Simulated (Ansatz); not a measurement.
# TaS2: the cost of one run

Method: DFT PBE+D3(BJ), scalar-relativistic, plane waves, PAW, in Ansatz 0.2.0.

2 further runs of the same task are left out: 2 set aside as unsound or not needed.

## (1) Starting point

It takes space group P-3m1 (No. 164, trigonal). Conventional cell: a = 3.328 Å, b = 3.328 Å, c = 5.787 Å, α = 90.00°, β = 90.00°, γ = 120.00°. Around Ta (site symmetry -3m) lie 6 S at 2.47 Å. S (site symmetry 3m) has 3 Ta at 2.47 Å as nearest neighbours.

Structure file:

```xyz
3
Lattice="3.3283 0.0000 0.0000 -1.6642 2.8824 0.0000 0.0000 0.0000 5.7868" Properties=species:S:1:pos:R:3 pbc="T T T"
Ta    0.0000    0.0000    0.0000
S     0.0000    1.9216    1.5451
S     1.6642    0.9608    4.2418
```

This cell was relaxed beforehand with the same method: volume 18.51 Å³/atom, gap on the mesh none (metal).

## (2) Electronic structure at the relaxed geometry

The input, input.yaml:

```yaml
crystal:
  lattice:
    - [3.3283270082, 0.0, 0.0]
    - [-1.6641635041, 2.8824157412, 0.0]
    - [0.0, 0.0, 5.7868361106]
  atoms:
    - { symbol: Ta, position: [0.0, 0.0, 0.0] }
    - { symbol: S, position: [0.3333333333, 0.6666666667, 0.2669984519] }
    - { symbol: S, position: [0.6666666667, 0.3333333333, 0.7330015481] }
basis:
  ecutwfc: 420
kpoints:
  mp_grid: { grid: [15, 15, 8] }
  band_path:
    path:
      - [[0.0, 0.0, 0.0], [0.5, 0.0, 0.0], [0.33333333, 0.33333333, 0.0], [0.0, 0.0, 0.0], [0.0, 0.0, 0.5], [0.5, 0.0, 0.5], [0.33333333, 0.33333333, 0.5], [0.0, 0.0, 0.5]]
      - [[0.5, 0.0, 0.5], [0.5, 0.0, 0.0]]
      - [[0.33333333, 0.33333333, 0.5], [0.33333333, 0.33333333, 0.0]]
    npoints: 14
hamiltonian:
  xc: pbe
  dispersion: d3bj
scf:
  occupations: { method: gaussian, width: 0.1 }
  n_extra_bands: 7
output:
  forces: true
  stress: true
  eigenvalues: true
  populations: true
  dos: { projected: true, de: 0.02, nscf_kmesh: { grid: [23, 23, 12] } }
  bader: true
  write_density: true
  write_potential: true
  elf: true
  volumetric_format: npy
```

Command:

```
$ ansatz run input.yaml --threads 2 --pin off --max-ram 5120MiB --backend cpu --events-out ev --progress --plain --runs-dir out
```

**Question.** How long does this run take on 2 threads of Arm Neoverse V1, shared host, and how much memory does it need?

About 32 s, with a peak of 0.61 GiB.
